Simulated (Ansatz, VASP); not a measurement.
## One calculation of V, two programs

```
V
1.0
    -1.49918    1.49918    1.49918
     1.49918   -1.49918    1.49918
     1.49918    1.49918   -1.49918
V
1
Direct
  0.00000 0.00000 0.00000
```

Alike in both runs: task single point; functional PBE; k mesh 15 × 15 × 15; occupations fermi-dirac, width 0.1 eV; no spin polarisation.

|  | VASP | Ansatz |
| --- | --- | --- |
| version | VASP 6.6.1 | Ansatz 0.2.0 |
| potentials or method | VASP PAW PBE potentials, release 64 (V_sv) | plane waves (600 eV) with PAW, scalar-relativistic |
| plane-wave cutoff (eV) | 520 | 600 |
| valence electrons in the cell | 13 | 13 |

```tsv
	VASP	Ansatz	Ansatz less VASP
pressure (GPa)	0.2	-0.1	-0.29
```
